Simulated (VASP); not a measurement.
# Si2Ge (P-3m1) in VASP: notebook

Aim: see how the results for Si2Ge move with the level of theory and the settings. Levels: PBE, r2SCAN. Tasks: relaxation of cell and atoms, single point.

All numbers are computed with VASP 6.6.1; they aren't measurements. Logs are shortened: lines on timing, memory, paths and dates and some standing lists are left out, and cuts for length are marked.

**1. The crystal as given**

It takes space group P-3m1 (No. 164, trigonal). Conventional cell: a = 3.928 Å, b = 3.928 Å, c = 9.584 Å, α = 90.00°, β = 90.00°, γ = 120.00°. Si (site symmetry 3m) has 1 Si at 2.35 Å and 3 Ge at 2.41 Å as nearest neighbours. Si (site symmetry 3m) is surrounded by 3 Si at 2.39 Å and 1 Ge at 2.42 Å. Ge (site symmetry 3m) has 4 Si at 2.41 to 2.42 Å as nearest neighbours.

The cell was built by a generator and needn't be a form met in nature.

**2. Relaxation of cell and atoms, PBE**

File INCAR:

```
  ALGO = Normal
  EDIFF = 1E-6
  EDIFFG = -0.01
  ENCUT = 520
  GGA = PE
  IBRION = 2
  ISIF = 3
  ISMEAR = 0
  KPAR = 4
  LASPH = T
  LCHARG = F
  LREAL = F
  LWAVE = F
  NELM = 120
  NSW = 90
  PREC = Accurate
  SIGMA = 0.03
```

File KPOINTS:

```
k-points
0
Gamma
  8 8 4
```

File POSCAR:

```
Si2Ge
1.0
    3.9281092100      0.0000000000      0.0000000000
   -1.9640546100      3.4018423700      0.0000000000
    0.0000000000      0.0000000000      9.5840000000
Si Ge
4 2
Direct
    0.0000000000      0.0000000000      0.8771911500
    0.0000000000      0.0000000000      0.1228088500
    0.3333333300      0.6666666700      0.5395450800
    0.6666666700      0.3333333300      0.4604549200
    0.3333333300      0.6666666700      0.7920492500
    0.6666666700      0.3333333300      0.2079507500
```

Potentials or basis: VASP PAW PBE potentials, release 64 (Si, Ge_d).

Launch:

```bash
> cat potpaw_PBE.64/Si/POTCAR potpaw_PBE.64/Ge_d/POTCAR > POTCAR
> mpirun -np 4 vasp_std > vasp.out
```

OUTCAR:

```text
EDIFF = 1E-6
   EDIFFG = -0.01
   ENCUT = 520
   GGA = PE
   IBRION = 2
   ISIF = 3
   ISMEAR = 0
   LASPH = T
   LREAL = F
   NELM = 120
   NSW = 90
   PREC = Accurate

 ion  position               nearest neighbor table
   1  0.000  0.000  0.877-   2 2.35   5 2.41   5 2.41   5 2.41
   2  0.000  0.000  0.123-   1 2.35   6 2.41   6 2.41   6 2.41
   3  0.333  0.667  0.540-   4 2.39   4 2.39   4 2.39   5 2.42
   4  0.667  0.333  0.460-   3 2.39   3 2.39   3 2.39   6 2.42
   5  0.333  0.667  0.792-   1 2.41   1 2.41   1 2.41   3 2.42
   6  0.667  0.333  0.208-   2 2.41   2 2.41   2 2.41   4 2.42

  LATTYP: Found a hexagonal cell.
 ALAT       =     3.9281092100
 C/A-ratio  =     2.4398506986

  Lattice vectors:

 A1 = (   3.9281092100,   0.0000000000,   0.0000000000)
 A2 = (  -1.9640546100,   3.4018423700,   0.0000000000)
 A3 = (   0.0000000000,   0.0000000000,   9.5840000000)

Analysis of symmetry for initial positions (statically):
=====================================================================
 Subroutine PRICEL returns:
 Original cell was already a primitive cell.

 Routine SETGRP: Setting up the symmetry group for a
 hexagonal supercell.

 Subroutine GETGRP returns: Found 12 space group operations
 (whereof 12 operations were pure point group operations)
 out of a pool of 24 trial point group operations.

The static configuration has the point symmetry D_3d.

Analysis of symmetry for dynamics (positions and initial velocities):
=====================================================================
 Subroutine PRICEL returns:
 Original cell was already a primitive cell.

 Routine SETGRP: Setting up the symmetry group for a
 hexagonal supercell.

 Subroutine GETGRP returns: Found 12 space group operations
 (whereof 12 operations were pure point group operations)
 out of a pool of 24 trial point group operations.

The dynamic configuration has the point symmetry D_3d.

 Subroutine INISYM returns: Found 12 space group operations
 (whereof 12 operations are pure point group operations),
 and found     1 'primitive' translations

----------------------------------------------------------------------------------------

                                     Primitive cell

  volume of cell :     128.0692

  direct lattice vectors                    reciprocal lattice vectors
     3.928109210  0.000000000  0.000000000     0.254575407  0.146979180  0.000000000
    -1.964054610  3.401842370  0.000000000     0.000000000  0.293958359  0.000000000
     0.000000000  0.000000000  9.584000000     0.000000000  0.000000000  0.104340568

  length of vectors
     3.928109210  3.928109217  9.584000000     0.293958359  0.293958359  0.104340568

  position of ions in fractional coordinates (direct lattice)
     0.000000000  0.000000000  0.877191150
     0.000000000  0.000000000  0.122808850
     0.333333330  0.666666670  0.539545080
     0.666666670  0.333333330  0.460454920
     0.333333330  0.666666670  0.792049250
     0.666666670  0.333333330  0.207950750

  ion indices of the primitive-cell ions
   primitive index   ion index
                 1           1
                 2           2
                 3           3
                 4           4
                 5           5
                 6           6

----------------------------------------------------------------------------------------

 KPOINTS: k-points

Automatic generation of k-mesh.
 Grid dimensions read from file:
 generate k-points for:    8    8    4

 Generating k-lattice:

  Cartesian coordinates                     Fractional coordinates (reciprocal lattice)
     0.031821926  0.018372397  0.000000000     0.125000000  0.000000000  0.000000000
     0.000000000  0.036744795  0.000000000     0.000000000  0.125000000  0.000000000
     0.000000000  0.000000000  0.026085142     0.000000000  0.000000000  0.250000000

  Length of vectors
     0.036744795  0.036744795  0.026085142

  Shift w.r.t. Gamma in fractional coordinates (k-lattice)
     0.000000000  0.000000000  0.000000000

 Subroutine IBZKPT returns following result:
 ===========================================

 Found     35 irreducible k-points:

 Following reciprocal coordinates:
            Coordinates               Weight
  0.000000  0.000000  0.000000      1.000000
  0.125000  0.000000  0.000000      6.000000
  0.250000  0.000000  0.000000      6.000000
  0.375000  0.000000  0.000000      6.000000
  0.500000  0.000000  0.000000      3.000000
  0.125000  0.125000  0.000000      6.000000
[... 16 lines left out ...]
 -0.125000  0.500000  0.250000     12.000000
  0.250000  0.250000  0.250000     12.000000
 [... further k-points ...]
   k-points           NKPTS =     35   k-points in BZ     NKDIM =     35   number of bands    NBANDS=     26
   number of dos      NEDOS =    301   number of ions     NIONS =      6
   total plane-waves  NPLWV =  64800
   dimension x,y,z NGX =    30 NGY =   30 NGZ =   72
   dimension x,y,z NGXF=    60 NGYF=   60 NGZF=  144
   ions per type =               4   2
   NGX,Y,Z   is equivalent  to a cutoff of  12.70, 12.70, 12.49 a.u.
   NGXF,Y,Z  is equivalent  to a cutoff of  25.39, 25.39, 24.98 a.u.
 SYSTEM =  unknown system
   PREC   = accura    normal or accurate (medium, high low for compatibility)
   ISTART =      0    job   : 0-new  1-cont  2-samecut
   ICHARG =      2    charge: 1-file 2-atom 10-const
   ISPIN  =      1    spin polarized calculation?
   LNONCOLLINEAR =      F non collinear calculations
   LSORBIT =      F    spin-orbit coupling
   LASPH  =      T    aspherical Exc in radial PAW
   ENCUT  =  520.0 eV  38.22 Ry    6.18 a.u.   7.30  7.30 17.82*2*pi/ulx,y,z
   NELM   =    120;   NELMIN=  2; NELMDL= -5     # of ELM steps
   EDIFF  = 0.1E-05   stopping-criterion for ELM
   LREAL  =      F    real-space projection
   EDIFFG = -.1E-01   stopping-criterion for IOM
   NSW    =     90    number of steps for IOM
   IBRION =      2    ionic relax: 0-MD 1-quasi-New 2-CG
   NFREE  =      1    steps in history (QN), initial steepest desc. (CG)
   ISIF   =      3    stress and relaxation
   ISYM   =      2    0-nonsym 1-usesym 2-fastsym
   POTIM  = 0.5000    time-step for ionic-motion
   TEBEG  =    0.0;   TEEND  =   0.0 temperature during run
   PSTRESS=    0.0 pullay stress
   NELECT =      44.0000    total number of electrons
   NUPDOWN=      -1.0000    fix difference up-down
   EMIN   =  10.00;   EMAX   =-10.00  energy-range for DOS
   EFERMI =   0.00;   METHOD = LEGACY
   ISMEAR =     0;   SIGMA  =   0.03  broadening in eV -4-tet -1-fermi 0-gaus
   EFERMI_NEDOS =   21; number of points for ismear=-14 and -15
   IALGO  =     38    algorithm
   IMIX   =      4    mixing-type and parameters
     AMIX     =   0.40;   BMIX     =  1.00
     AMIX_MAG =   1.60;   BMIX_MAG =  1.00
  volume/ion in A,a.u.               =      21.34       144.04
  Fermi-wavevector in a.u.,A,eV,Ry     =   1.146597  2.166755 17.887377  1.314685
  Thomas-Fermi vector in A             =   2.283281
   LORBIT       =      0    0 simple, 1 ext, 2 COOP (PROOUT), +10 PAW based schemes
   GGA     = PE    functional components
   LHFCALC =     F    Hartree Fock is set to
   AEXX    =    0.0000 exact exchange contribution
   IVDW    =     0    specifies the selected vdW correction
   LEPSILON=     F    determine dielectric tensor
   LRPA    =     F    only Hartree local field effects (RPA)
 conjugate gradient relaxation of ions
 non-spin polarized calculation
 Gauss-broadening in eV      SIGMA  =   0.03
  energy-cutoff  :      520.00
  volume of cell :      128.07
 maximum number of plane-waves:      3492
 NGX is ok and might be reduce to    30
   NGX = 15   NGY = 15   NGZ = 35

--------------------------------------- Ionic step        1  -------------------------------------------

 number of electron      43.9999988 magnetization

 Free energy of the ion-electron system (eV)
  ---------------------------------------------------
  ext. energy  EPLUGINS =         0.00000000
  ---------------------------------------------------
  free energy    TOTEN  =       -30.61726333 eV

  energy without entropy =      -30.61726333  energy(sigma->0) =      -30.61726333

------------------------ aborting loop because EDIFF is reached ----------------------------------------

  FORCE on cell =-STRESS in cart. coord.  units (eV):
  Direction    XX          YY          ZZ          XY          YZ          ZX
  --------------------------------------------------------------------------------------
  -------------------------------------------------------------------------------------
  Total       -0.0016615     -0.0016615      0.4537283      0.0000000     -0.0000000     -0.0000000
  in kB       -0.0207863     -0.0207863      5.6762546      0.0000000     -0.0000000     -0.0000000
  external PRESSURE =       1.8782273 kB  Pullay stress =       0.0000000 kB
[... 225 lines left out ...]
  energy  without entropy=      -30.6180003578  energy(sigma->0) =      -30.61800036

--------------------------------------- Ionic step        7  -------------------------------------------

 number of electron      43.9999983 magnetization

 Free energy of the ion-electron system (eV)
  ---------------------------------------------------
  ext. energy  EPLUGINS =         0.00000000
  ---------------------------------------------------
  free energy    TOTEN  =       -30.61800018 eV

  energy without entropy =      -30.61800018  energy(sigma->0) =      -30.61800018

 E-fermi :   5.4644     XC(G=0):  -9.4976

 val. band max:        5.3050913356   @ k =   0.0000   0.0000   0.0000
 cond. band min:       5.8886389067   @ k =   0.3750   0.0000   0.2500
 fundamental gap:      0.5835475711
 Fermi energy:         5.4643662849

 k-point     1 :       0.0000    0.0000    0.0000
  band No.  band energies     occupation
      1     -18.9492      2.00000
      2     -18.9487      2.00000
      3     -18.9455      2.00000
      4     -18.9455      2.00000
      5     -18.9453      2.00000
      6     -18.9453      2.00000
[... 685 lines left out ...]
     25       8.3057      0.00000
     26       8.8674      0.00000

 [... further k-points ...]

------------------------ aborting loop because EDIFF is reached ----------------------------------------

  FORCE on cell =-STRESS in cart. coord.  units (eV):
  Direction    XX          YY          ZZ          XY          YZ          ZX
  --------------------------------------------------------------------------------------
  -------------------------------------------------------------------------------------
  Total       -0.0557249     -0.0557249     -0.0195422      0.0000000      0.0000000      0.0000000
  in kB       -0.6951078     -0.6951078     -0.2437677      0.0000000      0.0000000      0.0000000
  external PRESSURE =      -0.5446611 kB  Pullay stress =       0.0000000 kB
[... 21 lines left out ...]
  FREE ENERGIE OF THE ION-ELECTRON SYSTEM (eV)
  ---------------------------------------------------
  free  energy   TOTEN  =       -30.6180001831 eV

  energy  without entropy=      -30.6180001831  energy(sigma->0) =      -30.61800018

 reached required accuracy - stopping structural energy minimisation
```

It took 82 s on 4 MPI ranks of Intel Xeon Platinum 8488C (Sapphire Rapids), shared host; peak memory 0.29 GiB.

Results:

* Free energy: -30.6180 eV
* Relaxed volume: 21.41 Å³/atom
* Relaxed cell: a = 3.928 Å, b = 3.928 Å, c = 9.613 Å, α = 90.00°, β = 90.00°, γ = 120.00°
* Space group after relaxing (to 0.05 Å): P-3m1 (No. 164)
* Energy gained by relaxing: 0.1 meV/atom
* Ionic steps: 7
* Pressure after relaxing: -0.1 GPa
* Largest force after relaxing: 0.005 eV/Å
* Band gap on the k mesh: 0.58 eV, indirect (least direct gap 1.09 eV)

Forces on the atoms (eV/Å):
```
Si   0.000  0.000  0.000
Si   0.000  0.000  0.000
Si   0.000  0.000  0.005
Si   0.000  0.000 -0.005
Ge   0.000  0.000 -0.001
Ge   0.000  0.000  0.001
```

The path:
| step | energy change (eV) | largest force (eV/Å) | pressure (GPa) | volume (Å³) |
| --- | --- | --- | --- | --- |
| 1 | 0.0000 | 0.0486 | 0.19 | 128.07 |
| 2 | -0.0005 | 0.0438 | -0.07 | 128.53 |
| 3 | -0.0007 | 0.0334 | 0.04 | 128.39 |
| 4 | -0.0007 | 0.0353 | -0.05 | 128.41 |
| 5 | -0.0007 | 0.0341 | 0.00 | 128.40 |
| 6 | -0.0007 | 0.0052 | -0.07 | 128.44 |
| 7 | -0.0007 | 0.0052 | -0.05 | 128.44 |

Final structure:
```
Si Ge
1.0
     3.92798    0.00000    0.00000
    -1.96399    3.40173    0.00000
     0.00000    0.00000    9.61253
Si Ge
4 2
Direct
  0.00000 0.00000 0.87740
  0.00000 0.00000 0.12260
  0.33333 0.66667 0.53940
  0.66667 0.33333 0.46060
  0.33333 0.66667 0.79204
  0.66667 0.33333 0.20796
```

**3. Relaxation of cell and atoms, PBE**

This run uses another cell than the first one, of 21.41 Å³/atom, 1.003 times its volume.

File INCAR:

```
  ALGO = Normal
  EDIFF = 1E-7
  EDIFFG = -0.005
  ENCUT = 520
  GGA = PE
  IBRION = 2
  ISIF = 3
  ISMEAR = 0
  KPAR = 4
  LASPH = T
  LCHARG = F
  LREAL = F
  LWAVE = F
  NELM = 120
  NSW = 60
  POTIM = 0.3
  PREC = Accurate
  SIGMA = 0.03
```

KPOINTS is that of step 2.

File POSCAR:

```
Si2Ge                                   
1.0
    3.9279848923      0.0000000000      0.0000000000
   -1.9639924512      3.4017347077     -0.0000000000
    0.0000000000     -0.0000000000      9.6125315127
  Si              Ge            
     4     2
Direct
     1.0000000000000000    0.0000000000000000    0.8773969790766738
     0.0000000000000000    0.0000000000000000    0.1226030209233262
     0.3333333300000021    0.6666666699999979    0.5394028523048160
     0.6666666699999979    0.3333333300000021    0.4605971476951840
     0.3333333300000021    0.6666666699999979    0.7920394834963251
     0.6666666699999979    0.3333333300000021    0.2079605165036748
```

Potentials or basis: VASP PAW PBE potentials, release 64 (Si, Ge_d).

Launch:

```bash
> cat potpaw_PBE.64/Si/POTCAR potpaw_PBE.64/Ge_d/POTCAR > POTCAR
> mpirun -np 4 vasp_std > vasp.out
```

It took 38 s on 4 MPI ranks of Intel Xeon Platinum 8488C (Sapphire Rapids), shared host; peak memory 0.3 GiB.

Results (log left out):

- Free energy: -30.6181 eV
- Relaxed volume: 21.40 Å³/atom
- Relaxed cell: a = 3.927 Å, b = 3.927 Å, c = 9.612 Å, α = 90.00°, β = 90.00°, γ = 120.00°
- Space group after relaxing (to 0.05 Å): P-3m1 (No. 164)
- Energy gained by relaxing: 0.0 meV/atom
- Ionic steps: 2
- Pressure after relaxing: 0.0 GPa
- Largest force after relaxing: 0.003 eV/Å
- Band gap on the k mesh: 0.58 eV, indirect (least direct gap 1.09 eV)

Forces on the atoms (eV/Å):
```
Si   0.000  0.000  0.001
Si   0.000  0.000 -0.001
Si   0.000  0.000  0.003
Si   0.000  0.000 -0.003
Ge   0.000  0.000 -0.003
Ge   0.000  0.000  0.003
```

Final structure:
```cif
data_structure
_symmetry_space_group_name_H-M 'P 1'
_symmetry_Int_Tables_number 1
_cell_length_a 3.9271
_cell_length_b 3.9271
_cell_length_c 9.6121
_cell_angle_alpha 90.000
_cell_angle_beta 90.000
_cell_angle_gamma 120.000
_cell_volume 128.38
loop_
_atom_site_label
_atom_site_type_symbol
_atom_site_fract_x
_atom_site_fract_y
_atom_site_fract_z
_atom_site_occupancy
Si1 Si 0.00000 0.00000 0.87740 1
Si2 Si 0.00000 0.00000 0.12260 1
Si3 Si 0.33333 0.66667 0.53942 1
Si4 Si 0.66667 0.33333 0.46058 1
Ge1 Ge 0.33333 0.66667 0.79203 1
Ge2 Ge 0.66667 0.33333 0.20797 1
```

Levels at points of the mesh, in eV from the valence-band top:
```csv
k point,band 20,band 21,band 22,band 23,band 24,band 25
"(0.00, 0.00, 0.00)",-0.03,0.00,0.00,1.09,1.27,1.99
"(0.50, 0.00, 0.00)",-2.81,-1.91,-1.74,0.73,0.74,1.83
"(0.00, 0.00, 0.50)",-0.58,-0.37,-0.37,1.00,1.82,1.83
"(0.50, 0.00, 0.50)",-2.53,-1.27,-1.26,0.89,0.99,1.24
```

**4. Single point, r2SCAN**

This run uses another cell than the first one, of 21.40 Å³/atom, 1.002 times its volume.

File INCAR:

```
SYSTEM = Si2Ge
PREC = Accurate
ENCUT = 520
EDIFF = 1E-6
ISMEAR = 0
SIGMA = 0.03
LREAL = .False.
LASPH = .True.
NELM = 150
ALGO = Normal
ISIF = 2
LWAVE = .False.
LCHARG = .False.
METAGGA = R2SCAN
LMIXTAU = .True.
NBANDS = 31
KPAR = 4
```

File KPOINTS:

```
regular mesh
0
Gamma
  8 8 4
  0 0 0
```

File POSCAR:

```
Si2Ge                                   
1.0
    3.9271243315      0.0000000000     -0.0000000000
   -1.9635621708      3.4009894402      0.0000000000
   -0.0000000000      0.0000000000      9.6120849728
  Si              Ge            
     4     2
Direct
     1.0000000000000000    1.0000000000000000    0.8773977747954692
     1.0000000000000000    0.0000000000000000    0.1226022252045308
     0.3333333300000021    0.6666666699999979    0.5394186576938000
     0.6666666699999979    0.3333333300000021    0.4605813423061999
     0.3333333300000021    0.6666666699999979    0.7920285794711190
     0.6666666699999979    0.3333333300000021    0.2079714205288810
```

Launch:

```bash
> cat potpaw_PBE.64/Si/POTCAR potpaw_PBE.64/Ge_d/POTCAR > POTCAR
> mpirun -np 4 vasp_std > vasp.out
```

Run time: 2.2 min. Hardware: 4 MPI ranks of Intel Xeon Platinum 8488C (Sapphire Rapids), shared host; peak memory 0.32 GiB.

The run converged. Its results:

```
Free energy            : -62.7515 eV
Pressure               : -2.0 GPa
Largest force          : 0.053 eV/Å
Band gap on the k mesh : 0.78 eV, indirect (least direct gap 1.41 eV)
```

Forces on the atoms (eV/Å):
```
Si   0.000  0.000 -0.049
Si   0.000  0.000  0.049
Si   0.000  0.000  0.053
Si   0.000  0.000 -0.053
Ge   0.000  0.000 -0.007
Ge   0.000  0.000  0.007
```

Levels at points of the mesh, in eV from the valence-band top:
```
           k point  band 18  band 19  band 20  band 21  band 22  band 23  band 24  band 25  band 26  band 27
(0.00, 0.00, 0.00)    -1.01    -1.01    -0.03     0.00     0.00     1.41     1.58     2.49     2.66     2.66
(0.50, 0.00, 0.00)    -3.06    -2.96    -2.93    -2.01    -1.84     0.95     0.96     2.10     2.32     4.11
(0.00, 0.00, 0.50)    -1.39    -0.60    -0.60    -0.40    -0.40     1.32     2.13     2.14     3.22     3.22
(0.50, 0.00, 0.50)    -3.75    -2.81    -2.67    -1.34    -1.34     1.12     1.29     1.47     2.95     3.09
```

Caveat: the PAW data sets were made with another functional, which shifts forces and pressure a little.
